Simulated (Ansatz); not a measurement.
**Two Ansatz runs on SnO**

The cell is COD entry 9008956, as deposited and not checked against the literature; nothing was relaxed. The listed cell was then made from it by scaling, straining or moving an atom.

First run: DFT, PBE, PAW with Ansatz's default frozen-core files, scalar-relativistic (Ansatz 0.2.0).

Command: `ansatz run input.yaml --threads 1 --pin off --max-ram 4096MiB --backend cpu --events-out ev --progress --plain --runs-dir out` The run took 7.7 s on 1 thread of Intel(R) Xeon(R) Processor @ 2.70GHz, on a shared host, peak memory 0.44 GiB.

```yaml
crystal:
  lattice:
    - [3.7506153226, 0.0, 0.0]
    - [0.0, 3.7506153226, 0.0]
    - [0.0, 0.0, 4.7706406366]
  atoms:
    - { symbol: Sn, position: [0.0, 0.5, 0.2385] }
    - { symbol: Sn, position: [0.5, 0.0, 0.7615] }
    - { symbol: O, position: [0.0, 0.0, 0.0] }
    - { symbol: O, position: [0.5, 0.5, 0.0] }
kpoints:
  mp_grid: { grid: [8, 8, 6] }
scf:
  occupations: { method: fermi_dirac, width: 0.01 }
hamiltonian:
  xc: pbe
  pseudopotentials: { kind: paw }
output:
  forces: true
  stress: true
  eigenvalues: true
  efg: { contact_densities: true }
  write_density: true
  write_potential: true
  elf: true
  volumetric_format: npy
```

Result: converged; pressure 8.73 GPa; largest force 0.976 eV/Å; no gap on the k mesh; 7 SCF iterations.

No spin–orbit coupling, which matters for the heavy atoms here.

The input is then changed:

```diff
@@ -14,5 +14,5 @@
   occupations: { method: fermi_dirac, width: 0.01 }
 hamiltonian:
-  xc: pbe
+  xc: r2scan
   pseudopotentials: { kind: paw }
 output:
@@ -21,7 +21,5 @@
   eigenvalues: true
   efg: { contact_densities: true }
-  write_density: true
-  write_potential: true
-  elf: true
-  volumetric_format: npy
+basis:
+  ecutwfc: "14.7 Ry"
```

Predict the outcome of the changed run.

It converged; pressure 14.04 GPa; largest force 1.445 eV/Å; a gap of under 0.03 eV on the k mesh; 8 SCF iterations. Some of these settings are too coarse for converged properties.

The results part of its log:

```
SCF 1 converged in 8 iterations: F = -13192.300165 eV  dr2 = 3.20e-9
  greatest PAW one-centre occupation: 1.032 electrons in one spin orbital (limit 2), on the Sn atom at site 1 (counted from 0), in its partial waves of l = 2
SCF converged after 8 iterations
Free energy (F): -13192.300165 eV
Harris-Foulkes:  -13192.300165 eV  (|F-HF|=2.73e-10)
Internal energy: -13192.300084 eV  (E = F + TS)
E sigma→0 (E₀):  -13192.300124 eV
Entropy (-TS):   -0.000080 eV (-0.020 meV/atom)
Fermi energy:    10.799323 eV
--- Per-component energies (eV) ---
  E_band       = -211.974924
  E_kinetic    = 796.768103
  E_local      = -2567.953750  (includes V_loc(G=0)·N_el)
  E_nonlocal   = -19.023458
  E_hartree    = 1390.330851
  E_xc         = -914.892535
  E_vxc        = -444.927440  (∫ρ·V_xc dr)
  E_paw        = -8616.492803  (= ΣΔE_a)
  E_vpaw       = -785.608361  (= ΣTr[D̂ρ^β])
  E_aug_tail   = 0.035914  (compensation charges beyond the density's cutoff)
  E_vtau       = 28.072356  (kinetic-family band-sum trace: ∫τ·v_τ [+ j·A + Jᵃ·Aᵃ] dr)
  E_ewald      = -3262.479164
  E_core_change = 1.406758  (= ΣΔE_core)
  E_smearing   = -0.000080  (= −TS)
  E_closure    = 0.000000  (closes the sum)
  Σ components = -13192.300165   (vs F -13192.300165, Δ=0.00e0)
--- Forces (eV/Å), atoms counted from 1 ---
  atom   1  Sn     0.00000000     0.00000000     1.44484807
  atom   2  Sn     0.00000000     0.00000000    -1.44484807
  atom   3  O      0.00000000     0.00000000    -0.00000000
  atom   4  O      0.00000000     0.00000000    -0.00000000
  max |Σ_I F_I| component: 1.11e-16 eV/Å
--- Stress (GPa, compression-positive) ---
       15.825199       0.000000       0.000000
        0.000000      15.825199       0.000000
        0.000000       0.000000      10.455689
  P = ⅓ Tr σ = 14.0354 GPa (140.354 kbar)
--- PAW observables at the nuclei: V_zz in 10²¹ V/m², potentials from the cell's mean, atoms counted from 1 ---
  atom   1  Sn V_zz =   -20.545774   η = 0.0000   by run symmetry: allowed
            electrostatic potential = -8168.753476 V   contact ρ = 1235657.849862 e/Å³
  atom   2  Sn V_zz =   -20.545774   η = 0.0000   by run symmetry: allowed
            electrostatic potential = -8168.753476 V   contact ρ = 1235657.849862 e/Å³
  atom   3  O  V_zz =    +0.442888   η = 0.0000   by run symmetry: allowed
            electrostatic potential = -618.983311 V   contact ρ = 2156.902707 e/Å³
  atom   4  O  V_zz =    +0.442888   η = 0.0000   by run symmetry: allowed
            electrostatic potential = -618.983311 V   contact ρ = 2156.902707 e/Å³
--- Band table (eV; the first three rows and the last of 60) ---
  k-point 0: bands = ["-13.2280", "-12.9523", "-12.7615", "-12.7574", "-12.7456", "-12.7367", "-12.7367", "-12.6754", "-12.5274", "-12.5274", "-12.1756", "-9.6098", "2.3623", "3.3585", "3.4790", "3.4790", "6.7607", "7.1863", "7.1863", "10.7923", "13.2149", "15.6092", "15.9368", "15.9368"]
  k-point 1: bands = ["-13.2913", "-12.8138", "-12.7928", "-12.6529", "-12.6420", "-12.6420", "-12.6030", "-12.5564", "-12.4425", "-12.4425", "-12.1643", "-9.5951", "1.6657", "3.6016", "3.6016", "4.4158", "6.7890", "7.3854", "7.3854", "10.4645", "12.8321", "15.1389", "15.1389", "15.7403"]
  k-point 2: bands = ["-13.3500", "-12.8260", "-12.8084", "-12.7821", "-12.7821", "-12.6696", "-12.6386", "-12.6386", "-12.6292", "-12.5733", "-12.1625", "-9.6298", "1.0153", "3.5814", "3.5814", "6.0454", "6.4375", "7.2608", "7.2608", "9.3937", "12.7021", "14.2758", "14.2758", "15.0334"]
  k-point 59: bands = ["-13.1892", "-13.1892", "-12.8124", "-12.8124", "-12.6691", "-12.6691", "-12.6265", "-12.6265", "-12.4142", "-12.4142", "-10.3605", "-10.3605", "0.9341", "0.9341", "4.6049", "4.6049", "7.6974", "7.6974", "7.9454", "7.9454", "13.5055", "13.5055", "15.2699", "15.2699"]
```
